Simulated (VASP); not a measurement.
Sb, 1 atom in the cell. It takes space group Im-3m (No. 229, cubic). The conventional cell has a = 3.743 Å, b = 3.743 Å, c = 3.743 Å, α = 90.00°, β = 90.00°, γ = 90.00°. Sb (site symmetry m-3m) is surrounded by 8 Sb at 3.24 Å. This isn't the form of Sb at room conditions, which is rhombohedral.

| Item | Value |
| --- | --- |
| Program | VASP 6.6.1 |
| Task | band structure |
| Functional | RPBE |
| Potentials or basis | VASP PAW PBE potentials, release 64 (Sb) |
| Cutoff | 520 eV |
| k mesh | 10 × 10 × 10 |
| Occupations | fermi-dirac, width 0.05 eV |
| Spin | no spin polarisation |
| Further INCAR settings | ALGO = Normal; EDIFF = 1e-06 |

Potentials or basis: VASP PAW PBE potentials, release 64 (Sb).

Command:

```bash
$ cat potpaw_PBE.64/Sb/POTCAR > POTCAR
$ cp INCAR.step1 INCAR
$ cp KPOINTS.step1 KPOINTS
$ mpirun -np 1 vasp_std > vasp.out
$ cp INCAR.step2 INCAR
$ cp KPOINTS.step2 KPOINTS
$ mpirun -np 1 vasp_std > vasp.out
```

Hardware: 1 thread of AMD EPYC 7571, on a shared host.

Estimate the wall time of this run.

It took 23 s on 1 thread of AMD EPYC 7571 (shared host), peak memory 0.11 GiB. Counts: scf iterations 6, k points 90.
